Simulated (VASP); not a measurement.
The system is ZnO.

```
Zn O
1.0
     3.28797    0.00000    0.00000
    -1.64398    2.84746    0.00000
     0.00000    0.00000    7.13044
Zn O
2 2
Direct
  0.00000 0.00000 0.25000
  0.00000 0.00000 0.75000
  0.66667 0.33333 0.75000
  0.33333 0.66667 0.25000
```

Measurements of this composition are mostly on another form, of space group No. 186.

Base run:

| Item | Value |
| --- | --- |
| Program | VASP 6.6.1 |
| Functional | r2SCAN |
| Potentials or basis | VASP PAW PBE potentials, release 64 (Zn, O) |
| Cutoff | 520 eV |
| k mesh | 10 × 10 × 4 |
| Occupations | gaussian, width 0.02 eV |
| Spin | no spin polarisation |

Its results: band gap on the k mesh 1.13 eV, direct.

The run is repeated on the same cell with these changes: functional from r2SCAN to TB-mBJ. What comes out?

Band gap on the k mesh 2.36 eV, direct.
